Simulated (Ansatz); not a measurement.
# Hg2H: from a guess to a relaxed structure

Where does this trial cell of Hg2H go when cell and atoms are let free?

Method: DFT PBE, scalar-relativistic, plane waves, PAW, in Ansatz 0.2.0.

## (1) The starting structure

It takes space group F-43m (No. 216, cubic). Conventional cell: a = 7.540 Å, b = 7.540 Å, c = 7.540 Å, α = 90.00°, β = 90.00°, γ = 90.00°. Hg (site symmetry 3m) has 1 H at 1.90 Å in its first shell of neighbours. Around H (site symmetry -43m) lie 4 Hg at 1.90 Å. Around H (site symmetry -43m) lie 12 Hg at 3.18 Å and 4 H at 3.26 Å.

Coordinates:

```cif
data_structure
_symmetry_space_group_name_H-M 'F-43m'
_symmetry_Int_Tables_number 216
_cell_length_a 7.5399
_cell_length_b 7.5399
_cell_length_c 7.5399
_cell_angle_alpha 90.000
_cell_angle_beta 90.000
_cell_angle_gamma 90.000
_cell_volume 428.65
loop_
_atom_site_label
_atom_site_type_symbol
_atom_site_symmetry_multiplicity
_atom_site_Wyckoff_symbol
_atom_site_fract_x
_atom_site_fract_y
_atom_site_fract_z
_atom_site_occupancy
Hg1 Hg 16 e 0.14587 0.35413 0.64587 1
H1 H 4 a 0.00000 0.00000 0.00000 1
H2 H 4 c 0.25000 0.25000 0.25000 1
```

Recipe of the guess: random cell by space group and Wyckoff sites (F-43m, No. 216). Lengths come from tabulated atomic sizes and are only a guess.

## (2) A first look at the guess

input.yaml reads:

```yaml
crystal:
  lattice:
    - [0.0, 3.76995386, 3.76995386]
    - [3.76995386, 0.0, 3.76995386]
    - [3.76995386, 3.76995386, 0.0]
  atoms:
    - { symbol: Hg, position: [0.1458684, 0.1458684, 0.1458684] }
    - { symbol: Hg, position: [0.1458684, 0.1458684, 0.5623948] }
    - { symbol: Hg, position: [0.1458684, 0.5623948, 0.1458684] }
    - { symbol: Hg, position: [0.5623948, 0.1458684, 0.1458684] }
    - { symbol: H, position: [0.0, 0.0, 0.0] }
    - { symbol: H, position: [0.75, 0.75, 0.75] }
basis:
  ecutwfc: 420
kpoints:
  mp_grid: { grid: [4, 4, 4] }
hamiltonian:
  xc: pbe
scf:
  occupations: { method: gaussian, width: 0.1 }
  lower_state_search: "off"
output:
  forces: true
  stress: true
  eigenvalues: true
```

Command:

```
$ ansatz run input.yaml --threads 1 --pin off --max-ram 2560MiB --backend cpu --events-out ev --progress --plain --runs-dir out
```

Further runs follow: a loose first relaxation; final relaxation.

Before running it: what results should come out? Wanted: conventional cell; volume; energy over the elements; gap on the mesh.

**Answer**, as computed:

| quantity | value |
| --- | --- |
| symmetry at the end (tolerance 0.05 Å) | space group F-43m (No. 216) |
| conventional cell | a = 9.168 Å, b = 9.168 Å, c = 9.168 Å, α = 90.00°, β = 90.00°, γ = 90.00° |
| volume | 32.11 Å³/atom |
| energy over the elements (uncorrected; H, N, O, F and Cl as molecules) | +0.66 eV/atom |
| gap on the mesh | none (metal) |

What this shows: The space group F-43m (No. 216) is kept, and the volume per atom grows by 79.8 % from the first guess. With a positive formation energy it can't be a ground state. No finished test with a distortion of lower symmetry is shown, so the end may be a saddle point. Spin-orbit coupling is left out for Hg. Where forces pass 15 eV/Å atoms stand far too close, the PAW spheres overlap strongly and those numbers are rough.
